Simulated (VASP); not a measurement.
# KCl (Fm-3m) in VASP: further runs

The runs below take KCl through single point, with PBEsol.

Program: VASP 6.6.1. These are calculated values, not measurements. Logs are shortened: lines on timing, memory, paths and dates and some standing lists are left out, and cuts for length are marked.

**The experiment to reproduce.**

A printed reference work, monograph reports, for a bulk crystal of KCl: band gap 8.68 eV.

How close the calculation comes is told below.

## 1. The cell of the first run

The structure is cubic, space group Fm-3m (No. 225). Conventional cell: a = 5.803 Å, b = 5.803 Å, c = 5.803 Å, α = 90.00°, β = 90.00°, γ = 90.00°. K (site symmetry m-3m) has 6 Cl at 2.90 Å within 3.8 Å. Within 3.8 Å of Cl (site symmetry m-3m) lie 6 K at 2.90 Å.

## 2. Single point, PBEsol

File INCAR:

```
SYSTEM = KCl
PREC     = Accurate       ! precision mode
ENCUT    = 520            ! plane-wave cutoff, eV
EDIFF    = 1E-6           ! SCF threshold, eV
ISMEAR   = 0              ! smearing method
SIGMA    = 0.01           ! smearing width, eV
LREAL    = .False.        ! projectors in reciprocal space
LASPH    = .True.         ! aspherical terms in the spheres
NELM     = 100            ! most SCF steps
ALGO     = Normal         ! electronic algorithm
ISIF     = 2              ! what is computed and relaxed
LWAVE    = .False.        ! write WAVECAR
LCHARG   = .True.         ! write CHGCAR
GGA      = PS             ! functional
LELF     = .True.         ! ELF
LVHAR    = .True.       
NBANDS   = 15             ! bands
```

File KPOINTS:

```
regular mesh
0
Gamma
  6 6 6
  0 0 0
```

File POSCAR:

```
KCl
1.0
    2.9016340364      2.9016340364      0.0000000000
   -2.9016340364      2.9016340364      0.0000000000
    0.0000000000      2.9016340364      2.9016340364
K Cl
1 1
Direct
    0.0000000000      0.0000000000      0.0000000000
    0.5000000000      0.5000000000      0.0000000000
```

Potentials or basis: VASP PAW PBE potentials, release 64 (K_sv, Cl).

Run with:

```
$ cat potpaw_PBE.64/K_sv/POTCAR potpaw_PBE.64/Cl/POTCAR > POTCAR
$ mpirun -np 1 vasp_std > vasp.out
```

OUTCAR:

```text
SYSTEM = KCl
   PREC = Accurate
   ENCUT = 520
   EDIFF = 1E-6
   ISMEAR = 0
   LREAL = .False.
   LASPH = .True.
   NELM = 100
   ISIF = 2
   GGA = PS

 ion  position               nearest neighbor table
   1  0.000  0.000  0.000-   2 2.90   2 2.90   2 2.90   2 2.90   2 2.90   2 2.90
   2  0.500  0.500  0.000-   1 2.90   1 2.90   1 2.90   1 2.90   1 2.90   1 2.90

  LATTYP: Found a face centered cubic cell.
 ALAT       =     5.8032680728

  Lattice vectors:

 A1 = (   0.0000000000,   2.9016340364,   2.9016340364)
 A2 = (   2.9016340364,   0.0000000000,   2.9016340364)
 A3 = (   2.9016340364,   2.9016340364,   0.0000000000)

Analysis of symmetry for initial positions (statically):
=====================================================================
 Subroutine PRICEL returns:
 Original cell was already a primitive cell.

 Routine SETGRP: Setting up the symmetry group for a
 face centered cubic supercell.

 Subroutine GETGRP returns: Found 48 space group operations
 (whereof 48 operations were pure point group operations)
 out of a pool of 48 trial point group operations.

The static configuration has the point symmetry O_h .

Analysis of symmetry for dynamics (positions and initial velocities):
=====================================================================
 Subroutine PRICEL returns:
 Original cell was already a primitive cell.

 Routine SETGRP: Setting up the symmetry group for a
 face centered cubic supercell.

 Subroutine GETGRP returns: Found 48 space group operations
 (whereof 48 operations were pure point group operations)
 out of a pool of 48 trial point group operations.

The dynamic configuration has the point symmetry O_h .

 Subroutine INISYM returns: Found 48 space group operations
 (whereof 48 operations are pure point group operations),
 and found     1 'primitive' translations

----------------------------------------------------------------------------------------

                                     Primitive cell

  volume of cell :      48.8605

  direct lattice vectors                    reciprocal lattice vectors
     2.901634036  2.901634036  0.000000000     0.172316699  0.172316699 -0.172316699
    -2.901634036  2.901634036  0.000000000    -0.172316699  0.172316699 -0.172316699
     0.000000000  2.901634036  2.901634036     0.000000000  0.000000000  0.344633399

  length of vectors
     4.103530207  4.103530207  4.103530207     0.298461278  0.298461278  0.344633399

  position of ions in fractional coordinates (direct lattice)
     0.000000000  0.000000000  0.000000000
     0.500000000  0.500000000  0.000000000

  ion indices of the primitive-cell ions
   primitive index   ion index
                 1           1
                 2           2
[... 77 lines left out ...]
   EFERMI =   0.00;   METHOD = LEGACY
   ISMEAR =     0;   SIGMA  =   0.01  broadening in eV -4-tet -1-fermi 0-gaus
   EFERMI_NEDOS =   21; number of points for ismear=-14 and -15
   IALGO  =     38    algorithm
   IMIX   =      4    mixing-type and parameters
     AMIX     =   0.40;   BMIX     =  1.00
     AMIX_MAG =   1.60;   BMIX_MAG =  1.00
  volume/ion in A,a.u.               =      24.43       164.86
  Fermi-wavevector in a.u.,A,eV,Ry     =   1.128398  2.132362 17.324045  1.273281
  Thomas-Fermi vector in A             =   2.265088
   LORBIT       =      0    0 simple, 1 ext, 2 COOP (PROOUT), +10 PAW based schemes
   GGA     = PS    functional components
   LHFCALC =     F    Hartree Fock is set to
   AEXX    =    0.0000 exact exchange contribution
   IVDW    =     0    specifies the selected vdW correction
   LEPSILON=     F    determine dielectric tensor
   LRPA    =     F    only Hartree local field effects (RPA)
 non-spin polarized calculation
 Gauss-broadening in eV      SIGMA  =   0.01
  energy-cutoff  :      520.00
  volume of cell :       48.86
 maximum number of plane-waves:      1363
 NGX is ok and might be reduce to    32
   NGX = 15   NGY = 15   NGZ = 15

 number of electron      16.0000002 magnetization

 Free energy of the ion-electron system (eV)
  ---------------------------------------------------
  ext. energy  EPLUGINS =         0.00000000
  ---------------------------------------------------
  free energy    TOTEN  =        -6.80159665 eV

  energy without entropy =       -6.80159665  energy(sigma->0) =       -6.80159665

 E-fermi :  -0.6446     XC(G=0):  -8.8183

 val. band max:       -0.7412419975   @ k =   0.0000   0.0000   0.0000
 cond. band min:       5.1810032510   @ k =   0.0000   0.0000   0.0000
 fundamental gap:      5.9222452485
 Fermi energy:        -0.6446002397

 k-point     1 :       0.0000    0.0000    0.0000
  band No.  band energies     occupation
      1     -27.2989      2.00000
      2     -13.1824      2.00000
      3     -10.8242      2.00000
      4     -10.8242      2.00000
      5     -10.8242      2.00000
      6      -0.7412      2.00000
      7      -0.7412      2.00000
      8      -0.7412      2.00000
      9       5.1810      0.00000
     10       7.5137      0.00000
     11       7.5137      0.00000
     12       7.5137      0.00000
     13       8.5661      0.00000
     14       8.5661      0.00000
[... 257 lines left out ...]
      2     -13.1523      2.00000
      3     -11.1449      2.00000
      4     -11.0282      2.00000
      5     -10.7244      2.00000
      6      -1.4546      2.00000
      7      -1.4090      2.00000
      8      -1.1961      2.00000
      9       6.2799      0.00000
     10       8.6877      0.00000
     11       9.3578      0.00000
     12      10.3529      0.00000
     13      11.0165      0.00000
     14      11.8751      0.00000
     15      12.9120      0.00000

------------------------ aborting loop because EDIFF is reached ----------------------------------------

  FORCE on cell =-STRESS in cart. coord.  units (eV):
  Direction    XX          YY          ZZ          XY          YZ          ZX
  --------------------------------------------------------------------------------------
  -------------------------------------------------------------------------------------
  Total        2.1898731      2.1898731      2.1898731     -0.0000000     -0.0000000     -0.0000000
  in kB       71.8077997     71.8077997     71.8077997     -0.0000000     -0.0000000     -0.0000000
  external PRESSURE =      71.8077997 kB  Pullay stress =       0.0000000 kB

 VOLUME and BASIS-vectors are now :
 -----------------------------------------------------------------------------
  energy-cutoff  :      520.00
  volume of cell :       48.86
      direct lattice vectors                 reciprocal lattice vectors
     2.901634036  2.901634036  0.000000000     0.172316699  0.172316699 -0.172316699
    -2.901634036  2.901634036  0.000000000    -0.172316699  0.172316699 -0.172316699
     0.000000000  2.901634036  2.901634036     0.000000000  0.000000000  0.344633399

 POSITION                                       TOTAL-FORCE (eV/Angst)
 -----------------------------------------------------------------------------------
      0.00000      0.00000      0.00000        -0.000000     -0.000000      0.000000
      0.00000      2.90163      0.00000         0.000000      0.000000      0.000000
 -----------------------------------------------------------------------------------
    total drift:                                0.000000     -0.000000     -0.000000

  FREE ENERGIE OF THE ION-ELECTRON SYSTEM (eV)
  ---------------------------------------------------
  free  energy   TOTEN  =        -6.8015966507 eV

  energy  without entropy=       -6.8015966507  energy(sigma->0) =       -6.80159665
```

OSZICAR:

```text
N       E                     dE             d eps       ncg     rms          rms(c)
DAV:   1     0.103838946463E+03    0.10384E+03   -0.74074E+03   480   0.994E+02
DAV:   2    -0.176080700315E+01   -0.10560E+03   -0.94500E+02   630   0.244E+02
DAV:   3    -0.687291766815E+01   -0.51121E+01   -0.50825E+01   655   0.486E+01
DAV:   4    -0.702234320400E+01   -0.14943E+00   -0.14940E+00   706   0.784E+00
DAV:   5    -0.702321407600E+01   -0.87087E-03   -0.87086E-03   655   0.690E-01    0.532E+00
DAV:   6    -0.680642306370E+01    0.21679E+00   -0.30030E-01   592   0.343E+00    0.419E+00
DAV:   7    -0.679490525368E+01    0.11518E-01   -0.89695E-02   628   0.191E+00    0.213E+00
DAV:   8    -0.680116680971E+01   -0.62616E-02   -0.13162E-02   577   0.944E-01    0.265E-01
DAV:   9    -0.680122843273E+01   -0.61623E-04   -0.28572E-04   671   0.120E-01    0.111E-01
DAV:  10    -0.680159857282E+01   -0.37014E-03   -0.47675E-04   522   0.130E-01    0.489E-02
DAV:  11    -0.680159604511E+01    0.25277E-05   -0.12332E-05   665   0.276E-02    0.141E-02
DAV:  12    -0.680159665074E+01   -0.60563E-06   -0.24478E-06   550   0.107E-02
   1 F= -.68015967E+01 E0= -.68015967E+01  d E =-.215075E-44
```

Run time: 28 s. Hardware: 1 thread of AMD EPYC 7R13, shared host; peak memory 0.14 GiB.

Results:

```
Free energy            : -6.8016 eV
Pressure               : 7.2 GPa
Band gap on the k mesh : 5.92 eV, direct
```

Caveat: the PAW data sets were made with another functional, which shifts forces and pressure a little. PBEsol gaps usually lie below the measured ones, often by a third to a half.

## 3. Single point, PBEsol

This run uses another cell than the first one, of 26.21 Å³/atom, 1.073 times its volume.

File INCAR:

```
SYSTEM = KCl
  PREC = Accurate
  ENCUT = 520
  EDIFF = 1E-6
  ISMEAR = 0
  SIGMA = 0.01
  LREAL = .False.
  LASPH = .True.
  NELM = 60
  ALGO = Normal
  ISIF = 2
  LWAVE = .False.
  LCHARG = .False.
  GGA = PS
  NBANDS = 15
```

File KPOINTS:

```
Automatic mesh
0
Gamma
  6 6 6
  0 0 0
```

File POSCAR:

```
KCl
1.0
    2.9705766262      2.9705766262      0.0000000000
   -2.9705766262      2.9705766262      0.0000000000
    0.0000000000      2.9705766262      2.9705766262
K Cl
1 1
Direct
    0.0000000000      0.0000000000      0.0000000000
    0.5000000000      0.5000000000      0.0000000000
```

Potentials or basis: VASP PAW PBE potentials, release 64 (K_sv, Cl).

Run with:

```
$ cat potpaw_PBE.64/K_sv/POTCAR potpaw_PBE.64/Cl/POTCAR > POTCAR
$ mpirun -np 1 vasp_std > vasp.out
```

Run time: 25 s. Hardware: 1 thread of AMD EPYC 7R13, shared host; peak memory 0.14 GiB.

Results (log left out):

```yaml
Free_energy: -6.9263 eV
Pressure: 4.1 GPa
Band_gap_on_the_k_mesh: 5.63 eV, direct
```

Levels at points of the mesh, in eV from the valence-band top:
```csv
k point,band 4,band 5,band 6,band 7,band 8,band 9,band 10,band 11,band 12,band 13
"(0.00, 0.00, 0.00)",-10.20,-10.20,0.00,0.00,0.00,5.63,8.29,8.29,8.29,9.30
"(0.50, 0.00, 0.00)",-10.22,-9.83,-1.44,-0.51,-0.51,7.88,9.12,11.00,11.00,11.89
"(0.50, 0.50, 0.00)",-10.32,-10.32,-0.78,-0.26,-0.26,6.15,9.02,10.47,10.93,11.27
```

Caveat: the PAW data sets were made with another functional, which shifts forces and pressure a little.

## 4. Single point, PBEsol

This run uses another cell than the first one, of 27.89 Å³/atom, 1.142 times its volume.

File INCAR:

```
SYSTEM = KCl
ALGO = Normal
EDIFF = 1E-7
ENCUT = 520
GGA = PS
ISIF = 2
ISMEAR = 0
LASPH = .True.
LCHARG = .False.
LREAL = .False.
LWAVE = .False.
NBANDS = 15
NELM = 100
PREC = Accurate
SIGMA = 0.01
```

File KPOINTS:

```
k-points
0
Gamma
  6 6 6
  0 0 0
```

File POSCAR:

```
KCl
1.0
    3.0325830272      3.0325830272      0.0000000000
   -3.0325830272      3.0325830272      0.0000000000
    0.0000000000      3.0325830272      3.0325830272
K Cl
1 1
Direct
    0.0000000000      0.0000000000      0.0000000000
    0.5000000000      0.5000000000      0.0000000000
```

Potentials or basis: VASP PAW PBE potentials, release 64 (K_sv, Cl).

Run with:

```
$ cat potpaw_PBE.64/K_sv/POTCAR potpaw_PBE.64/Cl/POTCAR > POTCAR
$ mpirun -np 1 vasp_std > vasp.out
```

OUTCAR:

```text
SYSTEM = KCl
   EDIFF = 1E-7
   ENCUT = 520
   GGA = PS
   ISIF = 2
   ISMEAR = 0
   LASPH = .True.
   LREAL = .False.
   NELM = 100
   PREC = Accurate

 ion  position               nearest neighbor table
   1  0.000  0.000  0.000-   2 3.03   2 3.03   2 3.03   2 3.03   2 3.03   2 3.03
   2  0.500  0.500  0.000-   1 3.03   1 3.03   1 3.03   1 3.03   1 3.03   1 3.03

  LATTYP: Found a face centered cubic cell.
 ALAT       =     6.0651660544

  Lattice vectors:

 A1 = (   0.0000000000,   3.0325830272,   3.0325830272)
 A2 = (   3.0325830272,   0.0000000000,   3.0325830272)
 A3 = (   3.0325830272,   3.0325830272,   0.0000000000)

Analysis of symmetry for initial positions (statically):
=====================================================================
 Subroutine PRICEL returns:
 Original cell was already a primitive cell.

 Routine SETGRP: Setting up the symmetry group for a
 face centered cubic supercell.

 Subroutine GETGRP returns: Found 48 space group operations
 (whereof 48 operations were pure point group operations)
 out of a pool of 48 trial point group operations.

[... 166 lines left out ...]
      5     -11.7540      2.00000
      6      -1.4305      2.00000
      7      -1.4305      2.00000
      8      -1.4305      2.00000
      9       3.9666      0.00000
     10       6.8801      0.00000
     11       6.8801      0.00000
     12       6.8801      0.00000
     13       7.8379      0.00000
     14       7.8379      0.00000
[... 257 lines left out ...]
      2     -13.6267      2.00000
      3     -11.9481      2.00000
      4     -11.8779      2.00000
      5     -11.6853      2.00000
      6      -2.0848      2.00000
      7      -1.9604      2.00000
      8      -1.8430      2.00000
      9       5.6831      0.00000
     10       7.6743      0.00000
     11       8.0614      0.00000
     12       9.1231      0.00000
     13       9.8405      0.00000
     14      10.6994      0.00000
     15      11.4343      0.00000

------------------------ aborting loop because EDIFF is reached ----------------------------------------

  FORCE on cell =-STRESS in cart. coord.  units (eV):
  Direction    XX          YY          ZZ          XY          YZ          ZX
  --------------------------------------------------------------------------------------
  -------------------------------------------------------------------------------------
  Total        0.7236969      0.7236969      0.7236969     -0.0000000     -0.0000000      0.0000000
  in kB       20.7873545     20.7873545     20.7873545     -0.0000000     -0.0000000      0.0000000
  external PRESSURE =      20.7873545 kB  Pullay stress =       0.0000000 kB

 VOLUME and BASIS-vectors are now :
 -----------------------------------------------------------------------------
  energy-cutoff  :      520.00
  volume of cell :       55.78
      direct lattice vectors                 reciprocal lattice vectors
     3.032583027  3.032583027  0.000000000     0.164875948  0.164875948 -0.164875948
    -3.032583027  3.032583027  0.000000000    -0.164875948  0.164875948 -0.164875948
     0.000000000  3.032583027  3.032583027     0.000000000  0.000000000  0.329751895

 POSITION                                       TOTAL-FORCE (eV/Angst)
 -----------------------------------------------------------------------------------
      0.00000      0.00000      0.00000        -0.000000      0.000000      0.000000
      0.00000      3.03258      0.00000         0.000000     -0.000000      0.000000
 -----------------------------------------------------------------------------------
    total drift:                                0.000000     -0.000000     -0.000000

  FREE ENERGIE OF THE ION-ELECTRON SYSTEM (eV)
  ---------------------------------------------------
  free  energy   TOTEN  =        -6.9908026892 eV

  energy  without entropy=       -6.9908026892  energy(sigma->0) =       -6.99080269
```

stdout:

```text
POSCAR found type information on POSCAR K Cl
 POSCAR found :  2 types and       2 ions
 scaLAPACK will be used
 -----------------------------------------------------------------------------
|                                                                             |
|                                                                             |
|     You enforced a specific xc type in the INCAR file but a different       |
|     I HOPE YOU KNOW WHAT YOU ARE DOING!                                     |
|                                                                             |
 -----------------------------------------------------------------------------

 LDA part: xc-table for (Slater+PW92), standard interpolation
 POSCAR, INCAR and KPOINTS ok, starting setup
 FFT: planning ... GRIDC
 FFT: planning ... GRID_SOFT
 FFT: planning ... GRID
 WAVECAR not read
 entering main loop
```

Wall time 28 s (1 thread of AMD EPYC 7R13, shared host); peak memory 0.15 GiB.

What came out:

```yaml
Free_energy: -6.9908 eV
Pressure: 2.1 GPa
Band_gap_on_the_k_mesh: 5.40 eV, direct
```

Caveat: the PAW data sets were made with another functional, which shifts forces and pressure a little.

[end of part 1 of 2]
